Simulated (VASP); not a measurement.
InPd:

```xyz
2
Lattice="0.0000 2.7461 2.7461 2.7461 0.0000 2.7461 2.7461 2.7461 0.0000" Properties=species:S:1:pos:R:3 pbc="T T T"
In    0.0000    0.0000    0.0000
Pd    2.7461    2.7461    2.7461
```

The cell was built by a generator and needn't be a form met in nature.

```yaml
Program: VASP 6.6.1
Task: relaxation of cell and atoms
Functional: rev-vdW-DF2
Potentials_or_basis: VASP PAW PBE potentials, release 64 (In_d, Pd)
Cutoff: 600 eV
k_mesh: 8 × 8 × 8
Occupations: fermi-dirac, width 0.05 eV
Spin: no spin polarisation
```

At the start: pressure -2.0 GPa; volume 20.71 Å³/atom.

Where does the relaxation end?

Over 3 steps the energy falls by 3.1 meV/atom and the volume is 20.23 Å³/atom (-2.3 %); space group Fm-3m (No. 225, to 0.05 Å).

The path:
| step | energy change (eV) | largest force (eV/Å) | pressure (GPa) | volume (Å³) |
| --- | --- | --- | --- | --- |
| 1 | 0.0000 | 0.0000 | -2.05 | 41.42 |
| 2 | -0.0035 | 0.0000 | 1.47 | 39.85 |
| 3 | -0.0063 | 0.0000 | 0.01 | 40.46 |

Final structure:
```cif
data_structure
_symmetry_space_group_name_H-M 'P 1'
_symmetry_Int_Tables_number 1
_cell_length_a 3.8534
_cell_length_b 3.8534
_cell_length_c 3.8534
_cell_angle_alpha 60.000
_cell_angle_beta 60.000
_cell_angle_gamma 60.000
_cell_volume 40.46
loop_
_atom_site_label
_atom_site_type_symbol
_atom_site_fract_x
_atom_site_fract_y
_atom_site_fract_z
_atom_site_occupancy
In1 In 0.00000 0.00000 0.00000 1
Pd1 Pd 0.50000 0.50000 0.50000 1
```

Caveat: the PAW data sets were made with another functional, which shifts forces and pressure a little.
